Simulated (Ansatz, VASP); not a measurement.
**One calculation of Fe, two programs**

INCAR

```
PREC = Accurate
ENCUT = 520
EDIFF = 1E-6
ISMEAR = -1
SIGMA = 0.1
LREAL = False
LASPH = True
NELM = 60
ALGO = Fast
ISIF = 2
LWAVE = False
LCHARG = False
GGA = RE
NBANDS = 15
```

KPOINTS

```
Automatic mesh
0
Gamma
  16 16 9
```

Contents of POSCAR:

```
Fe
1.0
    2.4739776775      0.0000000000      0.0000000000
   -1.2369888388      2.1425275171      0.0000000000
    0.0000000000      0.0000000000      3.9125644607
Fe
2
Direct
    0.3333333333      0.6666666667      0.2500000000
    0.6666666667      0.3333333333      0.7500000000
```

Input for Ansatz:

```yaml
crystal:
  lattice:
    - [2.4739776775, 0.0, 0.0]
    - [-1.2369888388, 2.1425275171, 0.0]
    - [0.0, 0.0, 3.9125644607]
  atoms:
    - { symbol: Fe, position: [0.3333333333, 0.6666666667, 0.25] }
    - { symbol: Fe, position: [0.6666666667, 0.3333333333, 0.75] }
hamiltonian:
  xc: revpbe
  pseudopotentials:
    kind: paw
    azcp:
      Fe: "pseudopotentials/Fe.paw.azcp"
basis:
  ecutwfc: 420
  fft_grid_basis: typed
kpoints:
  mp_grid: { grid: [16, 16, 9], shift: [0, 0, 0] }
magnetization:
  spin_polarized: false
scf:
  occupations: { method: fermi_dirac, width: 0.1 }
  lower_state_search: "off"
output:
  stress: true
  write_density: true
  write_potential: true
  elf: true
  volumetric_format: npy
```

Alike in both runs: task single point; functional revPBE; k mesh 16 × 16 × 9; occupations fermi-dirac, width 0.1 eV; no spin polarisation.

|  | VASP | Ansatz |
| --- | --- | --- |
| version | VASP 6.6.1 | Ansatz 0.2.0 |
| potentials or method | VASP PAW PBE potentials, release 64 (Fe) | plane waves (420 eV) with PAW, scalar-relativistic |
| plane-wave cutoff (eV) | 520 | 420 |
| valence electrons in the cell | 16 | 32 |

Ansatz gave:

| Item | Value |
| --- | --- |
| pressure (GPa) | 0.0 |
| largest component of the traceless stress (GPa) | 0.07 |

Question: Estimate VASP's values.

Answer: Pressure (GPa): -0.5; largest component of the traceless stress (GPa): 0.08.

The two sets of potentials don't hold the same shells in valence.

Caveats: the PAW data sets were made with another functional, which shifts forces and pressure a little (VASP); the run has no spin polarisation, though such a crystal can be magnetic. Spin polarisation is off, so any magnetic state and its effect on volume and gap are missing.
